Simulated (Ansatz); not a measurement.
Write the native input for Ansatz 0.2.0 that does the following.

```yaml
Task: single point
Functional: PBE
Potentials_or_basis: Ansatz PAW
Cutoff: "420 eV (not typed: the program's choice for these potentials)"
k_mesh: 13 × 13 × 13
Occupations: gaussian, width 0.015 eV
Spin: no spin polarisation
```

Crystal: BN.

```xyz
2
Lattice="0.0000 1.8130 1.8130 1.8130 0.0000 1.8130 1.8130 1.8130 0.0000" Properties=species:S:1:pos:R:3 pbc="T T T"
N     0.9065    0.9065    0.9065
B     0.0000    0.0000    0.0000
```

The cell is a database's computed one.

The input as run:

input.yaml

```yaml
crystal:
  lattice:
    - [0.0, 1.813001, 1.813001]
    - [1.813001, 0.0, 1.813001]
    - [1.813001, 1.813001, 0.0]
  atoms:
    - { symbol: "N", position: [0.25, 0.25, 0.25] }
    - { symbol: B, position: [0.0, 0.0, 0.0] }
hamiltonian:
  xc: pbe
  pseudopotentials: { kind: paw }
kpoints:
  mp_grid: { grid: [13, 13, 13] }
scf:
  occupations: { method: gaussian, width: 0.015 }
output:
  forces: true
  stress: true
  eigenvalues: true
  write_density: true
  write_potential: true
  elf: true
  volumetric_format: npy
```

Potentials or basis: Ansatz PAW.

Launch:

```bash
$ ansatz run input.yaml --threads 2 --pin off --max-ram 5632MiB --backend cpu --events-out ev --progress --plain --runs-dir out
```

It gave:

```
Pressure               : -0.4 GPa
Band gap on the k mesh : 4.54 eV, indirect (least direct gap 8.79 eV)
```

Caveat: odd divisions of the mesh miss points on the zone boundary, where band edges often lie, so the gap on the mesh can be too wide; the pressure holds a Pulay correction of +1.1 GPa for the finite cutoff.

It took 1.2 s on 2 threads of Intel(R) Xeon(R) Processor @ 2.70GHz, with other jobs on the host, peak memory 0.29 GiB.
